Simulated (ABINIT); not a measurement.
# Se (P3_121) in ABINIT: further runs

The runs below take Se through positron lifetime, elastic constants, COHSEX levels, with LDA.

All numbers are computed with ABINIT 10.8.3 (patched build); they aren't measurements. Logs are shortened: lines on timing, memory, paths and dates and some standing lists are left out, and cuts for length are marked. The log counts tension as positive stress, the text compression.

## (1) The crystal as given

The structure is trigonal, space group P3_121 (No. 152). Conventional cell: a = 4.366 Å, b = 4.366 Å, c = 4.954 Å, α = 90.00°, β = 90.00°, γ = 120.00°. Se (site symmetry 2) has 2 Se at 2.37 Å as nearest neighbours.

## (2) Positron lifetime, LDA (cell relaxed at zero pressure by an earlier run)

File run.abi:

```
# Datasets
ndtset 2

# Pseudopotentials
pp_dirpath "./"
pseudos "Se.LDA_PW-JTH.xml"

# Structure
acell 3*1.0
rprim
     7.4464272626     0.0000000000     0.0000000000
    -3.7232136218     6.4487951667     0.0000000000
     0.0000000000     0.0000000000     9.6806669381
ntypat 1
znucl 34
natom 3
typat 1 1 1
chkprim 0
chksymtnons 0
tolsym 1.0e-6
xred
   0.7437791200   0.7437791200            0.0
            0.0   0.2562208800            2/3
   0.2562208800            0.0            1/3

# Plane-wave basis
ecut 15.0
pawecutdg 30.0
ecutsm 0.5

# Exchange and correlation
ixc 7

# SCF cycle
nstep 80

# Output
iomode 3
prteig 0
prtebands 0
prtwf 0

# Dataset 1: electrons
kptopt1 1
ngkpt1 5 5 4
nshiftk1 1
shiftk1 0.0 0.0 0.0
nband1 13
occopt1 3
tsmear1 0.05 eV
tolvrs1 1.0e-10
prtden1 1

# Dataset 2: positron in the electrons' density
positron2 1
ixcpositron2 11
getden2 1
kptopt2 0
nkpt2 1
kpt2 0.0 0.0 0.0
nband2 1
occopt2 2
occ2 1.0
posocc2 1.0
toldfe2 1.0e-7
nline2 10
nnsclo2 2
optforces2 0
optstress2 0
prtden2 0
```

Potentials or basis: JTH PAW LDA v2.0.

Started as:

```console
abinit run.abi > log 2>&1
```

run.abo:

```text
.Version 10.8.3 of ABINIT
 DATASET    1 : space group P3_1 2 1 (#152); Bravais hP (primitive hexag.)
================================================================================
 Values of the parameters that define the memory need for DATASET  1.
     intxc =       0    ionmov =       0      iscf =      17    lmnmax =       8
     lnmax =       4     mgfft =      36  mpssoang =       2    mqgrid =    3001
     natom =       3  nloc_mem =       2    nspden =       1   nspinor =       1
    nsppol =       1      nsym =       6    n1xccc =       1    ntypat =       1
    occopt =       3   xclevel =       1
       mpw =        1313          nfft =       26244          nkpt =          17
 PAW method is used; the additional fine FFT grid is defined by:
   mgfftf=        48    nfftf =     76800
================================================================================
================================================================================

 DATASET    2 : space group P3_1 2 1 (#152); Bravais hP (primitive hexag.)
================================================================================
 Values of the parameters that define the memory need for DATASET  2.
     intxc =       0    ionmov =       0      iscf =      17    lmnmax =       8
     lnmax =       4     mgfft =      36  mpssoang =       2    mqgrid =    3001
     natom =       3  nloc_mem =       2    nspden =       1   nspinor =       1
    nsppol =       1      nsym =       6    n1xccc =       1    ntypat =       1
    occopt =       2   xclevel =       1
       mpw =         651          nfft =       26244          nkpt =           1
 PAW method is used; the additional fine FFT grid is defined by:
   mgfftf=        48    nfftf =     76800
================================================================================
================================================================================

--------------------------------------------------------------------------------
------------- Echo of variables that govern the present computation ------------
--------------------------------------------------------------------------------
 -outvars: echo values of preprocessed input variables --------
            acell      1.0000000000E+00  1.0000000000E+00  1.0000000000E+00 Bohr
              amu      7.89600000E+01
          chkprim           0
      chksymtnons           0
             ecut      1.50000000E+01 Hartree
           ecutsm      5.00000000E-01 Hartree
           getden1          0
           getden2          1
              ixc           7
      ixcpositron1          1
      ixcpositron2         11
           jdtset        1    2
           kptopt1          1
           kptopt2          0
         kptrlatt        5    0    0      0    5    0      0    0    4
          kptrlen1     3.72321362E+01
          kptrlen2     3.00000000E+01
            natom           3
            nband1         13
            nband2          1
           ndtset           2
            ngfft          27      27      36
          ngfftdg          40      40      48
             nkpt1         17
             nkpt2          1
            nline1          4
            nline2         10
           nnsclo1          0
           nnsclo2          2
            nstep          80
             nsym           6
           ntypat           1
           occopt1          3
           occopt2          2
        optforces1          2
        optforces2          0
        optstress1          1
        optstress2          0
        pawecutdg      3.00000000E+01 Hartree
         positron1          0
         positron2          1
           prtden1          1
           prtden2          0
        prtebands           0
           prteig           0
            prtwf           0
            rprim      7.4464272626E+00  0.0000000000E+00  0.0000000000E+00
                      -3.7232136218E+00  6.4487951667E+00  0.0000000000E+00
                       0.0000000000E+00  0.0000000000E+00  9.6806669381E+00
           shiftk1     0.00000000E+00  0.00000000E+00  0.00000000E+00
           shiftk2     5.00000000E-01  5.00000000E-01  5.00000000E-01
          spgroup         152
           toldfe1     0.00000000E+00 Hartree
           toldfe2     1.00000000E-07 Hartree
           tolsym      1.00000000E-06
           tolvrs1     1.00000000E-10
           tolvrs2     0.00000000E+00
           tsmear1     1.83746611E-03 Hartree
           tsmear2     1.00000000E-02 Hartree
            typat      1  1  1
           useylm           1
           xangst      1.4654232311E+00  2.5381874804E+00  0.0000000000E+00
                      -5.0481657502E-01  8.7436795729E-01  3.4151922177E+00
                       1.0096331526E+00  0.0000000000E+00  1.7075961088E+00
            xcart      2.7692485653E+00  4.7964791941E+00  0.0000000000E+00
                      -9.5396507061E-01  1.6523159726E+00  6.4537779587E+00
                       1.9079301461E+00  0.0000000000E+00  3.2268889794E+00
             xred      7.4377912000E-01  7.4377912000E-01  0.0000000000E+00
[... 269 lines left out ...]

--- !ResultsGS
iteration_state: {dtset: 2, }
comment   : Summary of ground state results
lattice_vectors:
- [  7.4464273,   0.0000000,   0.0000000, ]
- [ -3.7232136,   6.4487952,   0.0000000, ]
- [  0.0000000,   0.0000000,   9.6806669, ]
lattice_lengths: [   7.44643,    7.44643,    9.68067, ]
lattice_angles: [ 90.000,  90.000, 120.000, ] # degrees, (23, 13, 12)
lattice_volume:   4.6487031E+02
convergence: {deltae: -2.132E-14, res2:  2.332E-05, residm:  2.368E-26, diffor:  0.000E+00, }
etotal    :  -2.93359480E+01
entropy   :   0.00000000E+00
fermie    :  -3.15420165E-01
cartesian_stress_tensor: null
pressure_GPa: null
xred      :
- [  7.4378E-01,   7.4378E-01,   0.0000E+00, Se]
- [  8.4654E-18,   2.5622E-01,   6.6667E-01, Se]
- [  2.5622E-01,   0.0000E+00,   3.3333E-01, Se]
cartesian_forces: null
force_length_stats: {min: null, max: null, mean: null, }
...

 Integrated electronic density in atomic spheres:
 ------------------------------------------------
 Atom  Sphere_radius  Integrated_density
    1        2.21132          0.02937378
    2        2.21132          0.02937378
    3        2.21132          0.02937378

--------------------------------------------------------------------------------
 Results for electron-positron annihilation:

 # Zero-positron density limit of Arponen and Pajanne fitted by Sterne & Kaiser
   Ref.: P.A. Sterne and J.H. Kaiser, Phys. Rev. B 43, 13892 (1991)
 # Enhancement factor of Sterne & Kaiser
   Ref.: P.A. Sterne and J.H. Kaiser, Phys. Rev. B 43, 13892 (1991)

 Positron lifetime                         (ps)   =  1.99882097E+02
 Positron lifetime with IPM for core elec. (ps)   =  2.01831570E+02
 Annihilation rate                         (ns-1) =  5.00294931E+00
 Annihilation rate with IPM for core elec. (ns-1) =  4.95462627E+00

 Annihilation rate core/valence decomposition:
   Core    contribution to ann.rate          (ns-1) =  2.55505493E-01
   Valence contribution to ann.rate          (ns-1) =  4.74744382E+00
   Core    contribution to ann.rate with IPM (ns-1) =  1.84169282E-01
   Valence contribution to ann.rate with IPM (ns-1) =  4.77045698E+00

 Annihilation rate PAW decomposition:
   Plane-wave contribution to ann.rate          (ns-1) =  4.96341132E+00
   Plane-wave valence contribution to ann.rate  (ns-1) =  4.77327258E+00
   On-site core contribution to ann.rate        (ns-1) =  6.53667561E-02
   On-site valence contribution to ann.rate     (ns-1) = -2.58287630E-02
   Plane-wave contribution to ann.rate with IPM (ns-1) =  4.90035723E+00
   Plane-wave core contrb. to ann.rate with IPM (ns-1) =  9.74437513E-02

      (*) IPM=Independent particle Model

================================================================================

 ----iterations are completed or convergence reached----

 Mean square residual over all n,k,spin=   23.678E-27; max=  23.678E-27
 reduced coordinates (array xred) for    3 atoms
       0.743779120000      0.743779120000      0.000000000000
       0.000000000000      0.256220880000      0.666666666667
       0.256220880000      0.000000000000      0.333333333333
 rms dE/dt=  0.0000E+00; max dE/dt=  0.0000E+00; dE/dt below (all hartree)
    1       0.000000000000      0.000000000000      0.000000000000
    2       0.000000000000      0.000000000000      0.000000000000
    3       0.000000000000      0.000000000000      0.000000000000

 cartesian coordinates (angstrom) at end:
    1      1.46542323110230     2.53818748039177     0.00000000000000
    2     -0.50481657501947     0.87436795729216     3.41519221767286
    3      1.00963315261508     0.00000000000000     1.70759610883643
 length scales=  1.000000000000  1.000000000000  1.000000000000 bohr
              =  0.529177210544  0.529177210544  0.529177210544 angstroms
 Fermi (or HOMO) energy (hartree) =  -0.31542   Average Vxc (hartree)=  -0.33269
 Eigenvalues (hartree) for nkpt=   1  k points:
 kpt#   1, nband=  1, wtk=  1.00000, kpt=  0.0000  0.0000  0.0000 (reduced coord)
  -0.31542

--- !EnergyTerms
iteration_state     : {dtset: 2, }
comment             : Components of total free energy in Hartree
kinetic             :  9.76682855057337E-02
local_psp           : -2.90821363270293E-01
PAW spherical_terms :  3.36385154127878E-03
positronic          : -1.89789226223279E-01
electronic          : -2.90205278400912E+01
electron_positron_interaction: -1.25892870755521E-01
total_energy        : -2.93362099370700E+01
total_energy_eV     : -7.98278939590797E+02
...

--- !EnergyTermsDC
iteration_state     : {dtset: 2, }
comment             : '"Double-counting" decomposition of free energy'
band_energy         : -3.15420165451750E-01
PAW spherical_terms :  0.00000000000000E+00
electron_positron_dc:  1.25892870755637E-01
positronic          : -1.89527294696113E-01
electronic          : -2.90205278400912E+01
electron_positron_interaction: -1.25892870755521E-01
total_energy_dc     : -2.93359480055428E+01
total_energy_dc_eV  : -7.98271812070841E+02
...

== END DATASET(S) ==============================================================
================================================================================

 -outvars: echo values of variables after computation  --------
            acell      1.0000000000E+00  1.0000000000E+00  1.0000000000E+00 Bohr
           etotal1    -2.9020527840E+01
           etotal2    -2.9335948006E+01
            fcart1    -8.9501424123E-08 -1.5502101404E-07  7.1205546223E-27
                      -8.9501424123E-08  1.5502101431E-07 -1.4241109245E-26
                       1.7900284825E-07 -2.6369686366E-16  7.1205546223E-27
            fcart2     9.9999999999E+99  9.9999999999E+99  9.9999999999E+99
                       9.9999999999E+99  9.9999999999E+99  9.9999999999E+99
                       9.9999999999E+99  9.9999999999E+99  9.9999999999E+99
            rprim      7.4464272626E+00  0.0000000000E+00  0.0000000000E+00
                      -3.7232136218E+00  6.4487951667E+00  0.0000000000E+00
                       0.0000000000E+00  0.0000000000E+00  9.6806669381E+00
           strten1    -4.5771971933E-09 -4.5530327989E-09 -1.0335308469E-08
                       0.0000000000E+00  0.0000000000E+00 -1.1314460597E-11
           strten2     9.9999999999E+99  9.9999999999E+99  9.9999999999E+99
                       9.9999999999E+99  9.9999999999E+99  9.9999999999E+99
           xangst      1.4654232311E+00  2.5381874804E+00  0.0000000000E+00
                      -5.0481657502E-01  8.7436795729E-01  3.4151922177E+00
                       1.0096331526E+00  0.0000000000E+00  1.7075961088E+00
             xred      7.4377912000E-01  7.4377912000E-01  0.0000000000E+00
                       8.4653739318E-18  2.5622088000E-01  6.6666666667E-01
                       2.5622088000E-01  0.0000000000E+00  3.3333333333E-01
 Calculation completed.
```

Wall time 9.3 s (1 thread of Intel Xeon Platinum 8259CL at 2.50GHz (Skylake/Cascade Lake), shared host); peak memory 0.08 GiB.

What came out:

```yaml
Free_energy: -789.6888 eV
Pressure: 0.0 GPa
Band_gap_on_the_k_mesh: 0.74 eV, indirect (least direct gap 0.92 eV)
Positron_lifetime_core_in_the_independent-particle_model: 202 ps
Positron_lifetime: 200 ps
```

Caveat: the PAW basis is incomplete for the positron; an odd mesh through Γ misses points on the zone boundary, where band edges often lie.

(Part 1 of 2 ends here.)
